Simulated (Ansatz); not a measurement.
α-quartz-type GeO2 (metastable phase), treated with HSE06+SOC (Ansatz, a program for electronic structure, plane waves, PAW).

Run with plane-wave cutoff 460 eV, 6×6×4 k mesh (along the axes of the cell as run), Fermi–Dirac smearing 0.01 eV, PAW data made under PBE.

Cell (measured lattice):

```xyz
9
Lattice="4.9870 0.0000 0.0000 -2.4935 4.3189 0.0000 0.0000 0.0000 5.6520" Properties=species:S:1:pos:R:3 pbc="T T T"
Ge    -1.1216     1.9426     1.8840
Ge     1.3719     2.3763     0.0000
Ge     2.2431     0.0000     3.7680
O      0.5439     1.6990     1.3958
O      0.7501     3.9404     5.1638
O     -1.2941     2.9983     3.2798
O      1.1994     1.3206     4.2562
O      3.0374     2.6199     0.4882
O      3.2436     0.3784     2.3722
```

Q: What does this level give for the band gap and smallest direct gap on the k points sampled?

A: 
band gap: 5.32 eV (indirect)
smallest direct gap on the k points sampled: 5.38 eV

Note: cell and atoms aren't relaxed at this level (largest force component 0.32 eV/Å, pressure -2.2 GPa).

The computed numbers hold no vibrational or temperature effects.
